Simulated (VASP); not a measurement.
Here is a VASP 6.6.1 calculation.

Contents of INCAR:

```
SYSTEM = ZnS
ALGO = Normal
EDIFF = 1E-6
EDIFFG = -0.01
ENCUT = 600
GGA = PS
IBRION = 2
ISIF = 3
ISMEAR = 0
KPAR = 4
LASPH = .TRUE.
LCHARG = .FALSE.
LREAL = .FALSE.
LWAVE = .FALSE.
NELM = 80
NSW = 90
PREC = Accurate
SIGMA = 0.03
```

KPOINTS

```
k-points
0
G
  10 10 10
  0 0 0
```

The input POSCAR:

```
ZnS
1.0
    0.0000000000      2.7020000000      2.7020000000
    2.7020000000      0.0000000000      2.7020000000
    2.7020000000      2.7020000000      0.0000000000
Zn S
1 1
Direct
    0.2500000000      0.2500000000      0.2500000000
    0.0000000000      0.0000000000      0.0000000000
```

Potentials or basis: VASP PAW PBE potentials, release 64 (Zn, S).

Command:

```sh
$ cat potpaw_PBE.64/Zn/POTCAR potpaw_PBE.64/S/POTCAR > POTCAR
$ mpirun -np 4 vasp_std > vasp.out
```

Task: Estimate the relaxed volume.

Result: 19.26 Å³/atom.

Task: Estimate the band gap on the k mesh.

Result: 2.08 eV, direct.

Task: Estimate the relaxed cell.

Result: a = 3.791 Å, b = 3.791 Å, c = 3.791 Å, α = 60.00°, β = 60.00°, γ = 60.00°.

Final structure:
```
Zn S
1.0
     0.00000    2.68033    2.68033
     2.68033    0.00000    2.68033
     2.68033    2.68033    0.00000
Zn S
1 1
Direct
  0.25000 0.25000 0.25000
  0.00000 0.00000 0.00000
```

Caveat: the PAW data sets were made with another functional, which shifts forces and pressure a little. As with any semilocal functional, this PBEsol gap is likely too small.
